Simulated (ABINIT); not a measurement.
CeO2, 3 atoms in the cell. Symmetry: Fm-3m, No. 225, cubic system. The conventional cell has a = 5.407 Å, b = 5.407 Å, c = 5.407 Å, α = 90.00°, β = 90.00°, γ = 90.00°. Ce (site symmetry m-3m) is surrounded by 8 O at 2.34 Å. O (site symmetry -43m) has 4 Ce at 2.34 Å as nearest neighbours. 

* Program: ABINIT 10.8.3 (patched build)
* Task: phonons
* Functional: LDA
* Potentials or basis: JTH PAW LDA v2.0
* Cutoff: 517 eV
* k mesh: 4 × 4 × 4, with 4 shifts
* Occupations: fermi-dirac, width 0.05 eV
* Spin: collinear spin, ferromagnetic start
* Starting moments: [1.0, 0.0, 0.0] μB
* Stop of the response cycle (tolvrs): 1e-09
* Acoustic sum rule (asr): 1
* Fine-grid cutoff: 1034.03 eV

Potentials or basis: JTH PAW LDA v2.0.

Command:

```console
$ abinit run.abi > log 2>&1
$ mrgddb < mrgddb.in > mrgddb.log 2>&1
$ anaddb anaddb.abi > anaddb.log 2>&1
```

Hardware: 1 thread of Arm Neoverse V2, with other jobs on the host.

Task: Estimate the wall time of this run.

Result: Run time: 6.4 min on 1 thread of Arm Neoverse V2, on a shared host, peak memory 0.5 GiB. Counts: scf iterations 64, mpi ranks 1, k points 10, bands 24, plane waves 1064.
